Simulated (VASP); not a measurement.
# GaN (F-43m) in VASP: band structure with PBE

Aim: the band structure of GaN with PBE.

Program: VASP 6.6.1. These are calculated values, not measurements. Logs are shortened: lines on timing, memory, paths and dates and some standing lists are left out, and cuts for length are marked.

**What was measured.**

From a printed reference work, textbook, for a bulk crystal of GaN at 0 K: band gap 3.299 eV (direct).

The results are compared with them further down.

## 1. The crystal as given

The structure is cubic, space group F-43m (No. 216). Conventional cell: a = 4.549 Å, b = 4.549 Å, c = 4.549 Å, α = 90.00°, β = 90.00°, γ = 90.00°. Ga (site symmetry -43m) has 4 N at 1.97 Å as nearest neighbours. N (site symmetry -43m) is surrounded by 4 Ga at 1.97 Å.

The cell is a database's computed one.

## 2. Band structure, PBE

POSCAR reads:

```
GaN                                     
1.0
    0.0000000000      2.2744986338      2.2744986338
    2.2744986338      0.0000000000      2.2744986338
    2.2744986338      2.2744986338      0.0000000000
  Ga              N             
     1     1
Direct
     0.0000000000000000    0.0000000000000000    0.0000000000000000
     0.7500000000000000    0.7500000000000000    0.7500000000000000
```

INCAR.step1 reads:

```
PREC = Accurate ; ENCUT = 520
EDIFF = 1E-7 ; ISMEAR = 0
SIGMA = 0.02 ; LREAL = F
LASPH = T ; NELM = 100
ALGO = Fast ; ISIF = 2
LWAVE = F ; LCHARG = T
GGA = PE ; AMIX = 0.2
```

KPOINTS.step1 reads:

```
Automatic mesh
0
Gamma
  12 12 12
```

INCAR.step2 reads:

```
PREC = Accurate ; ENCUT = 520
EDIFF = 1E-7 ; ISMEAR = 0
SIGMA = 0.05 ; LREAL = F
LASPH = T ; NELM = 100
ALGO = Fast ; ISIF = 2
LWAVE = F ; LCHARG = F
GGA = PE ; AMIX = 0.2
ICHARG = 11
```

KPOINTS.step2 reads:

```
path GXWKGLUWLK,UX
15
line-mode
reciprocal
 0.0000000000  0.0000000000  0.0000000000  G
 0.5000000000  0.0000000000  0.5000000000  X

 0.5000000000  0.0000000000  0.5000000000  X
 0.5000000000  0.2500000000  0.7500000000  W

 0.5000000000  0.2500000000  0.7500000000  W
 0.3750000000  0.3750000000  0.7500000000  K

 0.3750000000  0.3750000000  0.7500000000  K
 0.0000000000  0.0000000000  0.0000000000  G

 0.0000000000  0.0000000000  0.0000000000  G
 0.5000000000  0.5000000000  0.5000000000  L

 0.5000000000  0.5000000000  0.5000000000  L
 0.6250000000  0.2500000000  0.6250000000  U

 0.6250000000  0.2500000000  0.6250000000  U
 0.5000000000  0.2500000000  0.7500000000  W

 0.5000000000  0.2500000000  0.7500000000  W
 0.5000000000  0.5000000000  0.5000000000  L

 0.5000000000  0.5000000000  0.5000000000  L
 0.3750000000  0.3750000000  0.7500000000  K

 0.6250000000  0.2500000000  0.6250000000  U
 0.5000000000  0.0000000000  0.5000000000  X
```

Potentials or basis: VASP PAW PBE potentials, release 64 (Ga_d, N).

The run is started by

```bash
$ cat potpaw_PBE.64/Ga_d/POTCAR potpaw_PBE.64/N/POTCAR > POTCAR
$ cp INCAR.step1 INCAR
$ cp KPOINTS.step1 KPOINTS
$ mpirun -np 1 vasp_std > vasp.out
$ cp INCAR.step2 INCAR
$ cp KPOINTS.step2 KPOINTS
$ mpirun -np 1 vasp_std > vasp.out
```

OUTCAR:

```text
PREC = Accurate
   ENCUT = 520
   EDIFF = 1E-7
   ISMEAR = 0
   LREAL = F
   LASPH = T
   NELM = 100
   ISIF = 2
   GGA = PE
   AMIX = 0.2
   ICHARG = 11

 ion  position               nearest neighbor table
   1  0.000  0.000  0.000-   2 1.97   2 1.97   2 1.97   2 1.97
   2  0.750  0.750  0.750-   1 1.97   1 1.97   1 1.97   1 1.97

  LATTYP: Found a face centered cubic cell.
 ALAT       =     4.5489972676

  Lattice vectors:

 A1 = (   0.0000000000,   2.2744986338,   2.2744986338)
 A2 = (   2.2744986338,   0.0000000000,   2.2744986338)
 A3 = (   2.2744986338,   2.2744986338,   0.0000000000)

Analysis of symmetry for initial positions (statically):
=====================================================================
 Subroutine PRICEL returns:
 Original cell was already a primitive cell.

 Routine SETGRP: Setting up the symmetry group for a
 face centered cubic supercell.

 Subroutine GETGRP returns: Found 24 space group operations
 (whereof 24 operations were pure point group operations)
 out of a pool of 48 trial point group operations.

The static configuration has the point symmetry T_d .

Analysis of symmetry for dynamics (positions and initial velocities):
=====================================================================
 Subroutine PRICEL returns:
 Original cell was already a primitive cell.

 Routine SETGRP: Setting up the symmetry group for a
 face centered cubic supercell.

 Subroutine GETGRP returns: Found 24 space group operations
 (whereof 24 operations were pure point group operations)
 out of a pool of 48 trial point group operations.

The dynamic configuration has the point symmetry T_d .

 Subroutine INISYM returns: Found 24 space group operations
 (whereof 24 operations are pure point group operations),
 and found     1 'primitive' translations

----------------------------------------------------------------------------------------

                                     Primitive cell

  volume of cell :      23.5335

  direct lattice vectors                    reciprocal lattice vectors
     0.000000000  2.274498634  2.274498634    -0.219828666  0.219828666  0.219828666
     2.274498634  0.000000000  2.274498634     0.219828666 -0.219828666  0.219828666
     2.274498634  2.274498634  0.000000000     0.219828666  0.219828666 -0.219828666

  length of vectors
     3.216626816  3.216626816  3.216626816     0.380754418  0.380754418  0.380754418

  position of ions in fractional coordinates (direct lattice)
     0.000000000  0.000000000  0.000000000
     0.750000000  0.750000000  0.750000000

  ion indices of the primitive-cell ions
   primitive index   ion index
                 1           1
                 2           2

----------------------------------------------------------------------------------------

 KPOINTS: path GXWKGLUWLK,UX

Interpolating k-points between supplied coordinates.

 Line segments in fractional coordinates (reciprocal lattice):
    0.000000  0.000000  0.000000  ...  0.500000  0.000000  0.500000
    0.500000  0.000000  0.500000  ...  0.500000  0.250000  0.750000
    0.500000  0.250000  0.750000  ...  0.375000  0.375000  0.750000
    0.375000  0.375000  0.750000  ...  0.000000  0.000000  0.000000
    0.000000  0.000000  0.000000  ...  0.500000  0.500000  0.500000
    0.500000  0.500000  0.500000  ...  0.625000  0.250000  0.625000
    0.625000  0.250000  0.625000  ...  0.500000  0.250000  0.750000
    0.500000  0.250000  0.750000  ...  0.500000  0.500000  0.500000
    0.500000  0.500000  0.500000  ...  0.375000  0.375000  0.750000
    0.625000  0.250000  0.625000  ...  0.500000  0.000000  0.500000

 Generated    15 points on each line segment, for a total of    150 k-points:

 Following reciprocal coordinates:
            Coordinates               Weight
  0.000000  0.000000  0.000000      0.006667
  0.035714  0.000000  0.035714      0.006667
  0.071429  0.000000  0.071429      0.006667
  0.107143  0.000000  0.107143      0.006667
  0.142857  0.000000  0.142857      0.006667
  0.178571  0.000000  0.178571      0.006667
[... 16 lines left out ...]
  0.500000  0.125000  0.625000      0.006667
  0.500000  0.142857  0.642857      0.006667
 [... further k-points ...]
   k-points           NKPTS =    150   k-points in BZ     NKDIM =    150   number of bands    NBANDS=     13
   number of dos      NEDOS =    301   number of ions     NIONS =      2
   total plane-waves  NPLWV =  13824
   dimension x,y,z NGX =    24 NGY =   24 NGZ =   24
   dimension x,y,z NGXF=    48 NGYF=   48 NGZF=   48
   ions per type =               1   1
   NGX,Y,Z   is equivalent  to a cutoff of  12.40, 12.40, 12.40 a.u.
   NGXF,Y,Z  is equivalent  to a cutoff of  24.81, 24.81, 24.81 a.u.
 SYSTEM =  unknown system
   PREC   = accura    normal or accurate (medium, high low for compatibility)
   ISTART =      0    job   : 0-new  1-cont  2-samecut
   ICHARG =     11    charge: 1-file 2-atom 10-const
   ISPIN  =      1    spin polarized calculation?
   LNONCOLLINEAR =      F non collinear calculations
   LSORBIT =      F    spin-orbit coupling
   LASPH  =      T    aspherical Exc in radial PAW
   ENCUT  =  520.0 eV  38.22 Ry    6.18 a.u.   5.98  5.98  5.98*2*pi/ulx,y,z
   NELM   =    100;   NELMIN=  2; NELMDL=  0     # of ELM steps
   EDIFF  = 0.1E-06   stopping-criterion for ELM
   LREAL  =      F    real-space projection
   EDIFFG = 0.1E-05   stopping-criterion for IOM
   NSW    =      0    number of steps for IOM
   IBRION =     -1    ionic relax: 0-MD 1-quasi-New 2-CG
   NFREE  =      0    steps in history (QN), initial steepest desc. (CG)
   ISIF   =      2    stress and relaxation
   ISYM   =      2    0-nonsym 1-usesym 2-fastsym
   POTIM  = 0.5000    time-step for ionic-motion
   TEBEG  =    0.0;   TEEND  =   0.0 temperature during run
   PSTRESS=    0.0 pullay stress
   NELECT =      18.0000    total number of electrons
   NUPDOWN=      -1.0000    fix difference up-down
   EMIN   =  10.00;   EMAX   =-10.00  energy-range for DOS
   EFERMI =   0.00;   METHOD = LEGACY
   ISMEAR =     0;   SIGMA  =   0.05  broadening in eV -4-tet -1-fermi 0-gaus
   EFERMI_NEDOS =   21; number of points for ismear=-14 and -15
   IALGO  =     68    algorithm
   IMIX   =      4    mixing-type and parameters
     AMIX     =   0.20;   BMIX     =  1.00
     AMIX_MAG =   0.80;   BMIX_MAG =  1.00
  volume/ion in A,a.u.               =      11.77        79.41
  Fermi-wavevector in a.u.,A,eV,Ry     =   1.497166  2.829234 30.497545  2.241506
  Thomas-Fermi vector in A             =   2.609089
   LORBIT       =      0    0 simple, 1 ext, 2 COOP (PROOUT), +10 PAW based schemes
   GGA     = PE    functional components
   LHFCALC =     F    Hartree Fock is set to
   AEXX    =    0.0000 exact exchange contribution
   IVDW    =     0    specifies the selected vdW correction
   LEPSILON=     F    determine dielectric tensor
   LRPA    =     F    only Hartree local field effects (RPA)
 non-spin polarized calculation
 RMM-DIIS sequential band-by-band and
 Gauss-broadening in eV      SIGMA  =   0.05
  energy-cutoff  :      520.00
  volume of cell :       23.53
 maximum number of plane-waves:       648
 NGX is ok and might be reduce to    24

 number of electron      17.9999985 magnetization

 Free energy of the ion-electron system (eV)
  ---------------------------------------------------
  ext. energy  EPLUGINS =         0.00000000
  ---------------------------------------------------
  free energy    TOTEN  =       -12.49075044 eV

  energy without entropy =      -12.49075044  energy(sigma->0) =      -12.49075044

 E-fermi :   5.2628     XC(G=0): -11.5189

 val. band max:        4.9822828397   @ k =   0.0000   0.0000   0.0000
 cond. band min:       6.5262795549   @ k =   0.0000   0.0000   0.0000
 fundamental gap:      1.5439967152
 Fermi energy:         5.2628294717

 k-point     1 :       0.0000    0.0000    0.0000
  band No.  band energies     occupation
      1     -10.7185      2.00000
      2      -8.4396      2.00000
      3      -8.4396      2.00000
      4      -8.4396      2.00000
      5      -8.1443      2.00000
      6      -8.1443      2.00000
      7       4.9823      2.00000
      8       4.9823      2.00000
      9       4.9823      2.00000
     10       6.5263      0.00000
     11      15.1052      0.00000
     12      15.1052      0.00000
     13      15.1052      0.00000

 k-point     2 :       0.0357    0.0000    0.0357
  band No.  band energies     occupation
      1     -10.7003      2.00000
      2      -8.4365      2.00000
      3      -8.4365      2.00000
      4      -8.4349      2.00000
      5      -8.1457      2.00000
      6      -8.1435      2.00000
      7       4.7601      2.00000
      8       4.9412      2.00000
      9       4.9412      2.00000
     10       6.7550      0.00000
     11      14.9817      0.00000
     12      15.1472      0.00000
     13      15.1472      0.00000

 k-point     3 :       0.0714    0.0000    0.0714
  band No.  band energies     occupation
      1     -10.6468      2.00000
      2      -8.4273      2.00000
      3      -8.4273      2.00000
      4      -8.4201      2.00000
      5      -8.1496      2.00000
      6      -8.1408      2.00000
      7       4.2910      2.00000
      8       4.8221      2.00000
      9       4.8221      2.00000
     10       7.2404      0.00000
     11      14.6459      0.00000
     12      15.2703      0.00000
     13      15.2703      0.00000

 k-point     4 :       0.1071    0.0000    0.1071
  band No.  band energies     occupation
      1     -10.5618      2.00000
      2      -8.4123      2.00000
      3      -8.4123      2.00000
      4      -8.3933      2.00000
      5      -8.1544      2.00000
      6      -8.1366      2.00000
      7       3.7532      2.00000
      8       4.6359      2.00000
      9       4.6359      2.00000
     10       7.7939      0.00000
     11      14.1729      0.00000
     12      15.4662      0.00000
     13      15.4662      0.00000

 k-point     5 :       0.1429    0.0000    0.1429
  band No.  band energies     occupation
      1     -10.4518      2.00000
      2      -8.3921      2.00000
      3      -8.3921      2.00000
      4      -8.3528      2.00000
      5      -8.1561      2.00000
      6      -8.1310      2.00000
      7       3.2001      2.00000
      8       4.3983      2.00000
      9       4.3983      2.00000
     10       8.3427      0.00000
     11      13.6345      0.00000
     12      15.7238      0.00000
     13      15.7238      0.00000
[... 257 lines left out ...]
 k-point    22 :       0.5000    0.1071    0.6071
  band No.  band energies     occupation
      1      -9.7521      2.00000
      2      -8.3343      2.00000
      3      -8.2107      2.00000
      4      -8.1584      2.00000
      5      -8.0886      2.00000
      6      -6.3697      2.00000
      7      -0.8945      2.00000
      8       1.9901      2.00000
      9       2.0148      2.00000
     10       9.2417      0.00000
     11      12.0655      0.00000
     12      16.3370      0.00000
     13      17.3663      0.00000

 k-point    23 :       0.5000    0.1250    0.6250
  band No.  band energies     occupation
      1      -9.7517      2.00000
      2      -8.3281      2.00000
      3      -8.2242      2.00000
      4      -8.1572      2.00000
      5      -8.0938      2.00000
      6      -6.3408      2.00000
      7      -0.8510      2.00000
      8       1.8898      2.00000
      9       1.9100      2.00000
     10       9.5251      0.00000
     11      12.2398      0.00000
     12      16.2849      0.00000
     13      16.9952      0.00000

 k-point    24 :       0.5000    0.1429    0.6429
  band No.  band energies     occupation
      1      -9.7513      2.00000
      2      -8.3218      2.00000
      3      -8.2373      2.00000
      4      -8.1558      2.00000
      5      -8.0995      2.00000
      6      -6.3121      2.00000
      7      -0.8047      2.00000
      8       1.7931      2.00000
      9       1.8038      2.00000
     10       9.8251      0.00000
     11      12.4176      0.00000
     12      16.2289      0.00000
     13      16.6116      0.00000

 [... further k-points ...]

------------------------ aborting loop because EDIFF is reached ----------------------------------------

  FORCE on cell =-STRESS in cart. coord.  units (eV):
  Direction    XX          YY          ZZ          XY          YZ          ZX
  --------------------------------------------------------------------------------------
  -------------------------------------------------------------------------------------
  Total       -1.7144216     -1.7144216     -1.7144216     -0.0000000     -0.0000000     -0.0000000
  in kB     -116.7188998   -116.7188998   -116.7188998     -0.0000000     -0.0000000     -0.0000000
  external PRESSURE =    -116.7188998 kB  Pullay stress =       0.0000000 kB

 VOLUME and BASIS-vectors are now :
 -----------------------------------------------------------------------------
  energy-cutoff  :      520.00
  volume of cell :       23.53
      direct lattice vectors                 reciprocal lattice vectors
     0.000000000  2.274498634  2.274498634    -0.219828666  0.219828666  0.219828666
     2.274498634  0.000000000  2.274498634     0.219828666 -0.219828666  0.219828666
     2.274498634  2.274498634  0.000000000     0.219828666  0.219828666 -0.219828666

 POSITION                                       TOTAL-FORCE (eV/Angst)
 -----------------------------------------------------------------------------------
      0.00000      0.00000      0.00000         0.000000      0.000000      0.000000
      3.41175      3.41175      3.41175        -0.000000     -0.000000     -0.000000
 -----------------------------------------------------------------------------------
    total drift:                               -0.000002     -0.000002     -0.000001

  FREE ENERGIE OF THE ION-ELECTRON SYSTEM (eV)
  ---------------------------------------------------
  free  energy   TOTEN  =       -12.4907504386 eV

  energy  without entropy=      -12.4907504386  energy(sigma->0) =      -12.49075044
```

It took 20 s on 1 thread of Intel Xeon 6975P-C (Granite Rapids), shared host; peak memory 0.17 GiB.

What came out:

```yaml
Band_gap_on_the_k_mesh: 1.54 eV, direct
Band_gap_along_the_path: 1.54 eV, direct
```

Levels at the corners of the path, in eV from the valence-band top:
| point | band 6 | band 7 | band 8 | band 9 | band 10 | band 11 | band 12 | band 13 |
| --- | --- | --- | --- | --- | --- | --- | --- | --- |
| Γ | -13.13 | 0.00 | 0.00 | 0.00 | 1.54 | 10.12 | 10.12 | 10.12 |
| X | -11.45 | -6.01 | -2.61 | -2.61 | 3.34 | 6.49 | 11.52 | 13.66 |
| X | -11.45 | -6.01 | -2.61 | -2.61 | 3.34 | 6.49 | 11.52 | 13.66 |
| W | -11.19 | -5.59 | -3.57 | -3.50 | 6.16 | 8.10 | 10.05 | 11.01 |
| W | -11.19 | -5.59 | -3.57 | -3.50 | 6.16 | 8.10 | 10.05 | 11.01 |
| K | -11.31 | -5.76 | -4.11 | -2.09 | 4.95 | 7.63 | 10.88 | 12.60 |
| K | -11.31 | -5.76 | -4.11 | -2.09 | 4.95 | 7.63 | 10.88 | 12.60 |
| Γ | -13.13 | 0.00 | 0.00 | 0.00 | 1.54 | 10.12 | 10.12 | 10.12 |
| Γ | -13.13 | 0.00 | 0.00 | 0.00 | 1.54 | 10.12 | 10.12 | 10.12 |
| L | -11.88 | -6.86 | -0.93 | -0.93 | 4.45 | 8.58 | 10.22 | 10.22 |
| L | -11.88 | -6.86 | -0.93 | -0.93 | 4.45 | 8.58 | 10.22 | 10.22 |
| U | -11.31 | -5.76 | -4.11 | -2.09 | 4.95 | 7.63 | 10.88 | 12.61 |
| U | -11.31 | -5.76 | -4.11 | -2.09 | 4.95 | 7.63 | 10.88 | 12.60 |
| W | -11.19 | -5.59 | -3.57 | -3.50 | 6.16 | 8.10 | 10.05 | 11.01 |
| W | -11.19 | -5.59 | -3.57 | -3.50 | 6.16 | 8.10 | 10.05 | 11.01 |
| L | -11.88 | -6.86 | -0.93 | -0.93 | 4.45 | 8.58 | 10.22 | 10.22 |
| L | -11.88 | -6.86 | -0.93 | -0.93 | 4.45 | 8.58 | 10.22 | 10.22 |
| K | -11.31 | -5.76 | -4.11 | -2.09 | 4.95 | 7.63 | 10.88 | 12.60 |
| U | -11.31 | -5.76 | -4.11 | -2.09 | 4.95 | 7.63 | 10.88 | 12.60 |
| X | -11.45 | -6.01 | -2.61 | -2.61 | 3.34 | 6.49 | 11.52 | 13.66 |

Caveat: the log is that of the step along the path at fixed density, whose energy, stress, charges and moments have no meaning.

## 3. Against experiment

Step 2. Against the measured gap of GaN, 3.299 eV (direct; 0 K; a printed reference work, textbook), the calculated 1.54 eV is off by -1.76 eV. So large a miss can be the level of theory's own, or it may mean another phase, state or a wrong row. Spin-orbit coupling on Ga is left out. The value is that of PBE, without temperature or zero-point motion. Semilocal functionals fall short of measured gaps as a rule. The cell is a database's relaxed one, not the measured one, which moves gaps too.
